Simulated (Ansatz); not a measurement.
CdI2 built on the CdI2 prototype, relaxed with r2SCAN+rVV10 in the plane-wave code Ansatz. The symmetry is P-3m1 (No. 164, trigonal); a = 4.247 Å, c = 6.895 Å in the conventional setting, 35.90 Å³ an atom. Cd is surrounded by 6 I at 2.99 Å; I is surrounded by 3 Cd at 2.99 Å.

The axes x, y and z are those of this cell:
```
CELL_PARAMETERS angstrom
4.24701 0.00000 0.00000
-2.12350 3.67802 0.00000
0.00000 0.00000 6.89503
ATOMIC_POSITIONS crystal
Cd 0.00000 0.00000 0.00000
I 0.33333 0.66667 0.24939
I 0.66667 0.33333 0.75061
```

Unstrained: The PBE gap is indirect, 2.327 eV (k = (-0.120, 0.120, 0.214) to k = (0, 0.456, 0.359)), below the direct gap of 2.621 eV at Γ. With r2SCAN the valence top lies at k = (-0.120, 0.120, 0.214) and the conduction bottom at k = (0, 0.456, 0.359), 2.777 eV higher; the smallest vertical gap, at k = (0, 0.417, 1/4), is 3.145 eV. The HSE06 gap is indirect, 3.284 eV (k = (-0.120, 0.120, 0.214) to k = (0, 0.456, 0.359)), below the direct gap of 3.654 eV at Γ. Meshes: PBE 12×12×4, r2SCAN 12×12×4, HSE06 6×6×4. Strains are changes of length per length. After each strain the atoms were relaxed again with r2SCAN+rVV10 within the symmetry that the strain leaves, so tilts or polar shifts that break it weren't tested; points keep the names that they have in the unstrained zone. The values are computed, spin-unpolarised, and not measurements.

(1) Estimate what uniaxial -0.5 % along x, other directions held does to the gap.

(2) Estimate what epitaxial -2.5 % in the xy plane, free normal strain +1.92 % does to the gap.

(3) Estimate what uniaxial -3.0 % along z, other directions held does to the gap.

(4) For epitaxial -3.0 % in the xy plane, how far does the free direction move, and what happens to the gap?

(5) Estimate what isotropic +1.5 % on every length does to the gap.

Answers

(1) PBE: the gap goes from 2.327 to 2.299 eV (-0.028 eV); the edges go from (-0.120, 0.120, 0.214) → (0, 0.456, 0.359) to (0, -0.120, 0.214) → (0.456, 0, -0.359). r2SCAN: the gap goes from 2.777 to 2.748 eV (-0.029 eV); the edges go from (-0.120, 0.120, 0.214) → (0, 0.456, 0.359) to (0, -0.120, 0.214) → (0.456, 0, -0.359). HSE06: the gap goes from 3.284 to 3.254 eV (-0.030 eV); the edges go from (-0.120, 0.120, 0.214) → (0, 0.456, 0.359) to (0, -0.120, 0.214) → (0.456, 0, -0.359).

(2) PBE: the gap goes from 2.327 to 2.172 eV (-0.155 eV); the edges go from (-0.120, 0.120, 0.214) → (0, 0.456, 0.359) to (-0.052, 0.052, 0.354) → (0, 0.466, 0.383). r2SCAN: the gap goes from 2.777 to 2.624 eV (-0.153 eV); the edges go from (-0.120, 0.120, 0.214) → (0, 0.456, 0.359) to (-0.052, 0.052, 0.354) → (0, 0.466, 0.383). HSE06: the gap goes from 3.284 to 3.128 eV (-0.156 eV); the edges go from (-0.120, 0.120, 0.214) → (0, 0.456, 0.359) to (-0.052, 0.052, 0.354) → (0, 0.466, 0.383).

(3) PBE: the gap goes from 2.327 to 2.295 eV (-0.032 eV); the edges go from (-0.120, 0.120, 0.214) → (0, 0.456, 0.359) to Γ–K (0.23) → (0, 0.443, 0.346). r2SCAN: the gap goes from 2.777 to 2.746 eV (-0.031 eV); the edges go from (-0.120, 0.120, 0.214) → (0, 0.456, 0.359) to Γ–K (0.23) → (0, 0.443, 0.346). HSE06: the gap goes from 3.284 to 3.250 eV (-0.034 eV); the edges go from (-0.120, 0.120, 0.214) → (0, 0.456, 0.359) to Γ–K (0.23) → (0, 0.443, 0.346).

(4) The normal strain at zero normal stress is +2.28 %, 0.76 of the in-plane strain with the sign turned. PBE: the gap goes from 2.327 to 2.145 eV (-0.182 eV); the edges go from (-0.120, 0.120, 0.214) → (0, 0.456, 0.359) to A → L. r2SCAN: the gap goes from 2.777 to 2.598 eV (-0.179 eV); the edges go from (-0.120, 0.120, 0.214) → (0, 0.456, 0.359) to A → L. HSE06: the gap goes from 3.284 to 3.103 eV (-0.181 eV); the edges go from (-0.120, 0.120, 0.214) → (0, 0.456, 0.359) to A → L.

(5) PBE: the gap goes from 2.327 to 2.399 eV (+0.072 eV); the edges go from (-0.120, 0.120, 0.214) → (0, 0.456, 0.359) to (0, 0.141, -0.177) → (0, -0.461, -0.362). r2SCAN: the gap goes from 2.777 to 2.844 eV (+0.067 eV); the edges go from (-0.120, 0.120, 0.214) → (0, 0.456, 0.359) to (0, 0.141, -0.177) → (0, -0.461, -0.362). HSE06: the gap goes from 3.284 to 3.356 eV (+0.072 eV); the edges go from (-0.120, 0.120, 0.214) → (0, 0.456, 0.359) to (0, 0.141, -0.177) → (0, -0.461, -0.362).

Spin-orbit coupling is left out, which matters wherever the heavy atoms make up the band edges.

Where an edge lies off the special points, it is a point of the mesh or the k point where a search put PBE's edge or least direct gap, reused for the other functionals, whose own edges may lie a little apart.

Coordinates of k points refer to the reciprocal vectors of the primitive cell of the runs.

The meshes of the hybrids are coarse, so their gaps aren't converged to the digits shown.
